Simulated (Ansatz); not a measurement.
# Deforming SiNi

```
CELL_PARAMETERS angstrom
3.02662 0.00000 0.00000
0.00000 3.27350 0.00000
0.00000 0.00000 4.69776
ATOMIC_POSITIONS crystal
Si 0.50000 0.50000 0.84230
Si 0.00000 0.00000 0.15770
Ni 0.50000 0.50000 0.34422
Ni 0.00000 0.00000 0.65578
```

Atoms are numbered in the order listed.

The cell comes from COD entry 2300377, which wasn't checked; take it as a given geometry.

Theory: DFT, LDA, all-electron LAPW, scalar-relativistic in Ansatz 0.2.0.

Sampling and basis: a Γ-centred 11×10×7 k mesh, Fermi–Dirac smearing of 0.05 eV, basis error target 1 meV/atom, spin-polarised from start moments Ni3 1.5, Ni4 1.5 μB (the moments died away, and the run ended non-magnetic).

The unchanged cell is at -9.95 GPa.

In a metal, stresses and small energies carry noise from the k mesh.

x, y and z are the Cartesian axes of the cell as listed; fractional coordinates follow a strain, and an engineering shear is twice the off-diagonal strain component.

(1) One change gave: energy change +11 meV/atom; stress change (xx, yy, zz, yz, xz, xy) 0.45, 0.77, 0.39, 3.78, 3.84, 3.46 GPa, compression positive; change of the force on Ni3 (0.078, 0.036, 0.003) eV/Å. Which change was it?
A. equal xy, yz and zx engineering shear strains of -1 %
B. equal xy, yz and zx engineering shear strains of +2 %
C. equal xy, yz and zx engineering shear strains of +3 %
D. equal xy, yz and zx engineering shear strains of +1 %
E. equal xy, yz and zx engineering shear strains of -3 %
F. equal xy, yz and zx engineering shear strains of -2 %

Results:

(1) E. For equal xy, yz and zx engineering shear strains of -1 %: energy change +1 meV/atom; stress change (xx, yy, zz, yz, xz, xy) 0.05, 0.08, 0.04, 1.19, 1.22, 1.07 GPa, compression positive; change of the force on Ni3 (0.026, 0.011, 0.000) eV/Å. For equal xy, yz and zx engineering shear strains of +2 %: energy change +4 meV/atom; stress change (xx, yy, zz, yz, xz, xy) 0.20, 0.31, 0.15, -2.14, -2.19, -1.91 GPa, compression positive; change of the force on Ni3 (-0.051, -0.023, 0.001) eV/Å. For equal xy, yz and zx engineering shear strains of -2 %: energy change +5 meV/atom; stress change (xx, yy, zz, yz, xz, xy) 0.19, 0.34, 0.17, 2.45, 2.50, 2.22 GPa, compression positive; change of the force on Ni3 (0.052, 0.023, 0.001) eV/Å. For equal xy, yz and zx engineering shear strains of +1 %: energy change +1 meV/atom; stress change (xx, yy, zz, yz, xz, xy) 0.05, 0.08, 0.04, -1.11, -1.14, -0.99 GPa, compression positive; change of the force on Ni3 (-0.026, -0.011, 0.000) eV/Å. For equal xy, yz and zx engineering shear strains of +3 %: energy change +10 meV/atom; stress change (xx, yy, zz, yz, xz, xy) 0.46, 0.69, 0.33, -3.08, -3.15, -2.75 GPa, compression positive; change of the force on Ni3 (-0.078, -0.036, 0.002) eV/Å.
